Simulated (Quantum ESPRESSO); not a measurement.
Crystal: MnO.

```xyz
2
Lattice="2.6724 0.0000 0.0000 0.0000 2.6724 0.0000 0.0000 0.0000 2.6724" Properties=species:S:1:pos:R:3 pbc="T T T"
Mn    0.0000    0.0000    0.0000
O     1.3362    1.3362    1.3362
```

Measurements of this composition are mostly on another form, of space group No. 225.

| Property | Result |
| --- | --- |
| Program | Quantum ESPRESSO 7.5 |
| Task | single point |
| Functional | PBE |
| Potentials or basis | SSSP 1.3 efficiency PBE |
| Cutoff | 884 eV |
| Density cutoff | 10612 eV |
| k mesh | 10 × 10 × 10 |
| Occupations | fermi-dirac, width 0.05 eV |
| Spin | collinear spin, ferromagnetic start |
| Starting moments | [4.0, 0.0] μB |

On this cell: pressure 6.6 GPa; largest force zero by symmetry; net moment 4.26 μB per cell; site moments Mn +3.75; O +0.15 μB; band gap on the k mesh none (metal or under the smearing width).

The same run follows on a disturbed copy (atoms moved at random, drawn with an rms of 0.05 Å):

```
Mn O
1.0
     2.67239    0.00000    0.00000
     0.00000    2.67239    0.00000
     0.00000    0.00000    2.67239
Mn O
1 1
Direct
  0.01232 0.00262 0.99650
  0.48449 0.50217 0.50035
```

Q: What does the disturbed cell give?

A: The energy (extrapolated to zero smearing) moves by +1.8 meV/atom; pressure 7.0 GPa; largest force 0.086 eV/Å; net moment 4.26 μB per cell; site moments Mn +3.71; O +0.15 μB; band gap on the k mesh none (metal or under the smearing width).

Forces in eV/Å, atoms in the order of the input:
```
Mn  -0.085 -0.002  0.014
O    0.085  0.002 -0.014
```

Stress tensor (GPa, compression positive):
```
 6.88  0.00 -0.04
 0.00  7.03  0.00
-0.04  0.00  7.03
```

Caveats: a cell with one magnetic atom can't hold antiferromagnetic order, which such compounds often take; semilocal functionals often make such compounds metallic where correlation or magnetic order opens a gap, which also shifts bond lengths.
